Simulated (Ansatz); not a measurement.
KF in the CsCl-type structure, relaxed with r2SCAN, was run in Ansatz 0.2.0 under altered settings. All numbers are computed, without spin polarisation but where a row says otherwise.

```
CELL_PARAMETERS angstrom
3.17887 0.00000 0.00000
0.00000 3.17887 0.00000
0.00000 0.00000 3.17887
ATOMIC_POSITIONS crystal
K 0.00000 0.00000 0.00000
F 0.50000 0.50000 0.50000
```

The base run's other keys:
```yaml
kpoints:
  mp_grid: { grid: [4, 4, 4] }
hamiltonian:
  xc: hse06
scf:
  occupations: { method: fixed }
  n_extra_bands: 4
```

It takes 12 iterations with 619 plane waves at 420 eV and 10 k points, and leaves a mean stress of +1.59 GPa. The gap over this mesh is 8.919 eV. It ran on 4 threads of Arm Neoverse N1, with other jobs on the host.

Outcomes, with energy and stress as changes against the base:
```
                                 setting            outcome  ΔF (meV/atom)  Δ mean stress (GPa)  gap on the mesh (eV)  iterations  wall time
PBE hybrid, exx coeff 0.5, omega 0.5 1/Å          converged              –                 -1.2                 9.533          15      5.7 s
PBE hybrid, exx coeff 0.3, omega 0.3 1/Å          converged              –                 -0.3                 9.012          13        5 s
                   hamiltonian.xc: wpbeh          converged              –                 -0.4                 8.878          12        5 s
                      basis.ecutwfc: 300  converged, warned           +295                 +0.3                 8.950          13      3.4 s
```
A dash marks a value that wasn't obtained or can't be compared. Stress is positive in compression. The base took 5 s.

- PBE hybrid, exx coeff 0.5, omega 0.5 1/Å. That is 50 % exact exchange, screened with ω = 0.5 1/Å, against HSE06's 25 % screened at 0.208 1/Å. The mean stress moves by -1.2 GPa and the gap on the mesh by +0.614 eV (to 9.533). Totals of different functionals aren't comparable.
- PBE hybrid, exx coeff 0.3, omega 0.3 1/Å. That is 30 % exact exchange, screened with ω = 0.3 1/Å, against HSE06's 25 % screened at 0.208 1/Å. The mean stress moves by -0.3 GPa and the gap on the mesh by +0.093 eV (to 9.012). Totals of different functionals aren't comparable.
- hamiltonian.xc: wpbeh. The mean stress moves by -0.4 GPa and the gap on the mesh by -0.041 eV (to 8.878). It's another functional on the same cell, so totals aren't comparable.
- basis.ecutwfc: 300. 389 plane waves in place of 619. The free energy moves by +295 meV an atom, the mean stress by +0.3 GPa and the gap on the mesh by +0.031 eV (to 8.950). The basis is too small: these are errors of the cutoff. Warned: cutoff below recommended.

The stress of a hybrid is loosely converged in these runs.

The meshes of the hybrids are coarse, so their gaps aren't converged to the digits shown.
